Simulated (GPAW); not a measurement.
A run of GPAW 26.7.0 is set up as follows.

Contents of run.py:

```python
from ase import Atoms
from ase.dft.bandgap import bandgap
from ase.io import write
from ase.units import GPa
from gpaw import GPAW, PW

atoms = Atoms(['Ti', 'C'],
              cell=[[0.0, 2.1657188437, 2.1657188437],
                    [2.1657188437, 0.0, 2.1657188437],
                    [2.1657188437, 2.1657188437, 0.0]],
              scaled_positions=[[0.0, 0.0, 0.0],
                                [0.5, 0.5, 0.5]],
              pbc=True)

calc = GPAW(mode=PW(600),
            xc='PBE',
            kpts={'size': (9, 9, 9), 'gamma': True},
            occupations={'name': 'fermi-dirac', 'width': 0.05},
            setups={'Ti': ':d,5.3'},
            nbands=18,
            maxiter=120,
            txt='gpaw.txt')
atoms.calc = calc
energy = atoms.get_potential_energy()
forces = atoms.get_forces()
stress = atoms.get_stress()
calc.write('gs.gpw')
write('result.traj', atoms)
print(f'Energy: {energy:.6f} eV')
print('Forces (eV/A):')
print(forces.round(4))
print('Stress (GPa):', (stress / GPa).round(3))
print('Fermi level:', round(calc.get_fermi_level(), 4), 'eV')
print(f'Gap: {bandgap(calc)[0]:.4f} eV, direct: {bandgap(calc, direct=True)[0]:.4f} eV')
```

Potentials or basis: GPAW PAW data sets (gpaw-data 1.2.1), pw.

The run is started by

```console
$ OMP_NUM_THREADS=1 python run.py
```

(1) Predict the band gap on the k mesh.

(2) What does it give for the pressure?

Results:

(1) none (metal or under the smearing width).

(2) 11.2 GPa.

Caveat: the cutoff is short for stress and forces, so pressures can be off by a GPa or more; U without spin polarisation on a metal has little footing; the U is typed as a test and isn't derived for this compound.
